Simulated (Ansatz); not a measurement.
Ge:

```
Ge
1.0
    -2.57449    2.57449    1.39741
     2.57449   -2.57449    1.39741
     2.57449    2.57449   -1.39741
Ge
2
Cartesian
  0.0000 0.0000 1.3974
  2.5745 0.0000 0.6987
```

This isn't the form of Ge at room conditions, which is diamond.

Base run:

| Quantity | Value |
| --- | --- |
| Program | Ansatz 0.2.0 |
| Functional | LDA |
| Potentials or basis | Ansatz PAW |
| Cutoff | 420 eV (not typed: the program's choice for these potentials) |
| k mesh | 8 × 8 × 8 |
| Occupations | fermi-dirac, width 0.05 eV |
| Spin | spin-orbit coupling, no magnetisation |

Its results: band gap on the k mesh none (metal or under the smearing width); pressure -2.6 GPa.

Task: The run is repeated on the same cell with these changes: functional from LDA to PBE. What comes out?

Result: Band gap on the k mesh none (metal or under the smearing width); pressure 3.0 GPa.

PBE binds less tightly than LDA, so the same cell stands under more pressure.

Caveats: the PAW data sets come from PBE, with cores solved anew for the run's functional, which leaves a small shift of forces and pressure (some runs).
